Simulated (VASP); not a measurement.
# ZnO (strained rocksalt): a r²SCAN single-point calculation in VASP

INCAR

```
ISIF = 2
NBANDS = 16
ISMEAR = 0
IBRION = -1
LASPH = .TRUE.
LWAVE = .FALSE.
NELM = 120
PREC = Accurate
LELF = .TRUE.
SIGMA = 0.01
LREAL = .FALSE.
METAGGA = R2SCAN
EDIFF = 1E-7
NSW = 0
LCHARG = .TRUE.
ALGO = Normal
ENCUT = 520
```

KPOINTS

```
KPOINTS created by Atomic Simulation Environment
0
Gamma
10 10 10
0 0 0
```

KPOINTS_OPT

```
special points
6
Reciprocal
0.0000000000 0.0000000000 0.0000000000 1
0.5000000000 0.0000000000 0.5000000000 1
0.6250000000 0.2500000000 0.6250000000 1
0.3750000000 0.3750000000 0.7500000000 1
0.5000000000 0.5000000000 0.5000000000 1
0.5000000000 0.2500000000 0.7500000000 1
```

POSCAR

```
Zn O
 1.0000000000000000
     0.0000000000000000    2.0697572748000002    2.0697572748000002
     2.0697572748000002    0.0000000000000000    2.0697572748000002
     2.0697572748000002    2.0697572748000002    0.0000000000000000
 Zn  O
   1   1
Cartesian
  0.0000000000000000  0.0000000000000000  0.0000000000000000
  2.0697572748000006  2.0697572748000006  2.0697572748000006
```

VASP ran with the recommended PBE PAW datasets (18 valence electrons in the cell).

Command

```
mpirun -np 1 vasp_std
```

From OUTCAR

```
k-points           NKPTS =     47   k-points in BZ     NKDIM =     47   number of bands    NBANDS=     16

   NELECT =      18.0000    total number of electrons

   dimension x,y,z NGX =    24 NGY =   24 NGZ =   24
   dimension x,y,z NGXF=    48 NGYF=   48 NGZF=   48

  energy-cutoff  :      520.00
  volume of cell :       17.73
      direct lattice vectors                 reciprocal lattice vectors
     0.000000000  2.069757275  2.069757275    -0.241574220  0.241574220  0.241574220
     2.069757275  0.000000000  2.069757275     0.241574220 -0.241574220  0.241574220
     2.069757275  2.069757275  0.000000000     0.241574220  0.241574220 -0.241574220

 k-points in reciprocal lattice and weights: KPOINTS created by Atomic Simulation Env
   0.00000000  0.00000000  0.00000000       0.001
   0.10000000  0.00000000  0.00000000       0.008
   0.20000000  0.00000000  0.00000000       0.008
   0.30000000  0.00000000  0.00000000       0.008
   0.40000000  0.00000000  0.00000000       0.008
   0.50000000  0.00000000  0.00000000       0.004
   0.10000000  0.10000000  0.00000000       0.006
   0.20000000  0.10000000  0.00000000       0.024
   ...

 E-fermi :   3.6213

 k-point     1 :       0.0000    0.0000    0.0000
  band No.  band energies     occupation
      1     -17.0662      2.00000
      2      -1.6246      2.00000
      3      -1.6245      2.00000
      4      -1.6245      2.00000
      5      -1.3973      2.00000
      6      -1.3973      2.00000
      7       1.6451      2.00000
      8       1.6451      2.00000
      9       1.6451      2.00000
     10       5.5048      0.00000
     11      22.8593      0.00000
     12      22.8593      0.00000
     13      22.8594      0.00000
     14      23.1250      0.00000
     15      25.6102      0.00000
     16      25.6104      0.00000

 k-point     2 :       0.1000    0.0000    0.0000
  band No.  band energies     occupation
      1     -16.9383      2.00000
      2      -1.7480      2.00000
      3      -1.6806      2.00000
      4      -1.6804      2.00000
      5      -1.5115      2.00000
      6      -1.5114      2.00000
      7       0.9212      2.00000
      8       1.8825      2.00000
      9       1.8825      2.00000
     10       6.3627      0.00000
     11      19.9678      0.00000
     12      22.4048      0.00000
     13      22.4049      0.00000
     14      24.3512      0.00000
     15      25.1812      0.00000
     16      25.1813      0.00000

 k-point     3 :       0.2000    0.0000    0.0000
  band No.  band energies     occupation
      1     -16.5843      2.00000
      2      -2.3436      2.00000
      3      -2.1051      2.00000
      4      -2.1050      2.00000
      5      -1.4273      2.00000
      6      -1.4272      2.00000
      7      -0.0112      2.00000
      8       2.4051      2.00000
      9       2.4051      2.00000
     10       7.8877      0.00000
     11      17.3040      0.00000
     12      20.8810      0.00000
     13      20.8813      0.00000
     14      24.3119      0.00000
     15      25.6970      0.00000
     16      25.6971      0.00000

 k-point     4 :       0.3000    0.0000    0.0000
  band No.  band energies     occupation
      1     -16.0988      2.00000
      2      -3.4714      2.00000
      3      -2.5523      2.00000
      4      -2.5522      2.00000
      5      -1.2820      2.00000
      6      -1.2819      2.00000
      7      -0.2966      2.00000
      8       2.9464      2.00000
      9       2.9464      2.00000
     10       9.1555      0.00000
     11      15.4311      0.00000
     12      19.2684      0.00000
     13      19.2687      0.00000
     14      24.3618      0.00000
     15      27.1999      0.00000
     16      27.2001      0.00000

 k-point     5 :       0.4000    0.0000    0.0000
  band No.  band energies     occupation
      1     -15.6538      2.00000
      2      -4.4735      2.00000
      3      -2.8613      2.00000
      4      -2.8613      2.00000
      5      -1.1599      2.00000
      6      -1.1598      2.00000
      7      -0.2817      2.00000
      8       3.3409      2.00000
      9       3.3409      2.00000
     10       9.7352      0.00000
     11      14.5751      0.00000
     12      18.1567      0.00000
     13      18.1570      0.00000
     14      24.6556      0.00000
     15      29.2188      0.00000
     16      29.2190      0.00000

 k-point     6 :       0.5000    0.0000    0.0000
  band No.  band energies     occupation
      1     -15.4678      2.00000
      2      -4.8642      2.00000
      3      -2.9702      2.00000
      4      -2.9702      2.00000
      5      -1.1125      2.00000
      6      -1.1124      2.00000
      7      -0.2494      2.00000
      8       3.4855      2.00000
      9       3.4855      2.00000
     10       9.8161      0.00000
     11      14.4177      0.00000
     12      17.7630      0.00000
     13      17.7632      0.00000
     14      24.8715      0.00000
     15      30.6567      0.00000
     16      30.6570      0.00000

 k-point     7 :       0.1000    0.1000    0.0000
  band No.  band energies     occupation
      1     -16.8979      2.00000
      2      -1.9138      2.00000
      3      -1.6746      2.00000
      4      -1.6444      2.00000
      5      -1.6444      2.00000
      6      -1.3741      2.00000
      7       1.3328      2.00000
      8       1.6006      2.00000
      9       1.6006      2.00000
     10       6.6716      0.00000
     11      20.1865      0.00000
     12      21.8267      0.00000
     13      21.8267      0.00000
     14      22.3757      0.00000
     15      26.5584      0.00000
     16      27.5472      0.00000

 k-point     8 :       0.2000    0.1000    0.0000
  band No.  band energies     occupation
      1     -16.6253      2.00000
      2      -2.4779      2.00000
      3      -1.9106      2.00000
      4      -1.8130      2.00000
      5      -1.5607      2.00000
      6      -1.3528      2.00000
      7       0.4393      2.00000
      8       1.7745      2.00000
      9       2.1738      2.00000
     10       7.9451      0.00000
     11      18.0688      0.00000
     12      19.9482      0.00000
     13      21.0070      0.00000
     14      22.6530      0.00000
     15      26.9098      0.00000
     16      28.0973      0.00000

 k-point     9 :       0.3000    0.1000    0.0000
  band No.  band energies     occupation
      1     -16.1913      2.00000
      2      -3.2315      2.00000
      3      -2.4127      2.00000
      4      -2.2340      2.00000
      5      -1.4243      2.00000
      6      -1.2387      2.00000
      7      -0.1525      2.00000
      8       2.2365      2.00000
      9       2.7326      2.00000
     10       9.2863      0.00000
     11      15.9081      0.00000
     12      18.3873      0.00000
     13      19.8601      0.00000
     14      23.8396      0.00000
     15      27.0307      0.00000
     16      28.8478      0.00000

 k-point    10 :       0.4000    0.1000    0.0000
  band No.  band energies     occupation
      1     -15.7363      2.00000
      2      -4.1055      2.00000
      3      -2.8148      2.00000
      4      -2.6329      2.00000
      5      -1.2717      2.00000
      6      -1.1328      2.00000
      7      -0.2805      2.00000
      8       2.7644      2.00000
      9       3.0204      2.00000
     10      10.1753      0.00000
     11      14.5484      0.00000
     12      17.4559      0.00000
     13      18.7771      0.00000
     14      25.0017      0.00000
     15      27.7564      0.00000
     16      30.2692      0.00000

 k-point    11 :       0.5000    0.1000    0.0000
  band No.  band energies     occupation
      1     -15.4604      2.00000
      2      -4.6464      2.00000
      3      -2.9570      2.00000
      4      -2.8766      2.00000
      5      -1.1539      2.00000
      6      -1.1011      2.00000
      7      -0.2705      2.00000
      8       2.9930      2.00000
      9       3.2054      2.00000
     10      10.4591      0.00000
     11      14.0846      0.00000
     12      17.0952      0.00000
     13      18.1308      0.00000
     14      25.9267      0.00000
     15      28.6319      0.00000
     16      30.7971      0.00000

 k-point    12 :      -0.4000    0.1000    0.0000
  band No.  band energies     occupation
      1     -15.5185      2.00000
      2      -4.5413      2.00000
      3      -2.9181      2.00000
      4      -2.8540      2.00000
      5      -1.1618      2.00000
      6      -1.1170      2.00000
      7      -0.2650      2.00000
      8       2.7056      2.00000
      9       3.4332      2.00000
     10      10.4258      0.00000
     11      14.2035      0.00000
     12      17.1626      0.00000
     13      18.1439      0.00000
     14      26.1842      0.00000
     15      28.7507      0.00000
     16      29.2498      0.00000

 ...

  Total        2.6116744      2.6116744      2.6116744     -0.0000000      0.0000000     -0.0000000
  in kB      235.9616211    235.9616211    235.9616211     -0.0000000      0.0000000     -0.0000000
  external PRESSURE =     235.9616211 kB  Pullay stress =       0.0000000 kB

 POSITION                                       TOTAL-FORCE (eV/Angst)
 -----------------------------------------------------------------------------------
      0.00000      0.00000      0.00000        -0.000000     -0.000000     -0.000000
      2.06976      2.06976      2.06976         0.000000      0.000000      0.000000
 -----------------------------------------------------------------------------------
    total drift:                                0.000000     -0.000000     -0.000000

  FREE ENERGIE OF THE ION-ELECTRON SYSTEM (eV)
  ---------------------------------------------------
  free  energy   TOTEN  =       -17.8273963282 eV

  energy  without entropy=      -17.8273963282  energy(sigma->0) =      -17.82739633
```

The gap between bands v and c is 2.02 eV and the least direct gap is 3.86 eV. The pressure is 23.6 GPa.

Band v is the last that the valence electrons fill when counted band by band, and c is the next.

The run took about 25 s on one core of a shared host (Intel Xeon 6975P-C) and held 0.15 GiB at most.
